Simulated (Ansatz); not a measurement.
The system is Si.

```
CELL_PARAMETERS angstrom
2.62054 0.00000 0.00000
-1.31027 2.26946 0.00000
0.00000 0.00000 2.46635
ATOMIC_POSITIONS crystal
Si 0.00000 0.00000 0.00000
```

This isn't the form of Si at room conditions, which is diamond.

```yaml
Program: Ansatz 0.2.0
Task: relaxation of cell and atoms
Functional: RPBE
Potentials_or_basis: Ansatz PAW
Cutoff: "420 eV (not typed: the program's choice for these potentials)"
k_mesh: 12 × 12 × 11
Occupations: fermi-dirac, width 0.05 eV
Spin: no spin polarisation
```

At the start: volume 14.67 Å³/atom.

Where does the relaxation end?

It ends after 5 steps and the volume is 15.25 Å³/atom (+3.9 %); space group P6/mmm (No. 191, to 0.05 Å).

Step by step:
```tsv
step	energy change (eV)	largest force (eV/Å)	volume (Å³)
1	0.0000	0.0000	14.67
2	-0.0088	0.0000	15.10
3	-0.0094	0.0000	15.23
4	-0.0094	0.0000	15.25
5	-0.0095	0.0000	15.25
```

Final structure:
```cif
data_structure
_symmetry_space_group_name_H-M 'P 1'
_symmetry_Int_Tables_number 1
_cell_length_a 2.6452
_cell_length_b 2.6452
_cell_length_c 2.5160
_cell_angle_alpha 90.000
_cell_angle_beta 90.000
_cell_angle_gamma 120.000
_cell_volume 15.25
loop_
_atom_site_label
_atom_site_type_symbol
_atom_site_fract_x
_atom_site_fract_y
_atom_site_fract_z
_atom_site_occupancy
Si1 Si 0.00000 0.00000 0.00000 1
```

Caveat: the plane-wave basis is chosen anew once the cell has moved, so the energies of steps on either side of that aren't comparable; the PAW data sets come from PBE, with cores solved anew for the run's functional, which leaves a small shift of forces and pressure.
